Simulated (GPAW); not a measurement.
# CdSe: equation of state with revPBE

CdSe:

```
Cd Se
1.0
     0.00000    3.07027    3.07027
     3.07027    0.00000    3.07027
     3.07027    3.07027    0.00000
Cd Se
1 1
Direct
  0.00000 0.00000 0.00000
  0.25000 0.25000 0.25000
```

Measurements of this composition are mostly on another form, of space group No. 186.

```json
{
  "Program": "GPAW 26.7.0",
  "Task": "equation of state",
  "Functional": "revPBE",
  "Potentials or basis": "the program's PAW data sets (release 1.2.1) made for this functional",
  "Cutoff": "600 eV",
  "Basis": "pw",
  "k mesh": "6 × 6 × 6",
  "Occupations": "fermi-dirac, width 0.05 eV",
  "Spin": "no spin polarisation"
}
```

- Equilibrium volume: 30.53 Å³/atom
- Bulk modulus: 41 GPa
- Pressure derivative of the bulk modulus: 4.6

Energy against volume, from the lowest point:
| volume (Å³/atom) | energy (meV/atom) |
| --- | --- |
| 27.206 | 57.70 |
| 27.784 | 37.79 |
| 28.363 | 22.60 |
| 28.942 | 11.63 |
| 29.521 | 4.46 |
| 30.100 | 0.68 |
| 30.679 | 0.00 |

It took 38 s on 1 thread of Intel(R) Xeon(R) 6975P-C (Granite Rapids), with other jobs on the host, peak memory 0.27 GiB.
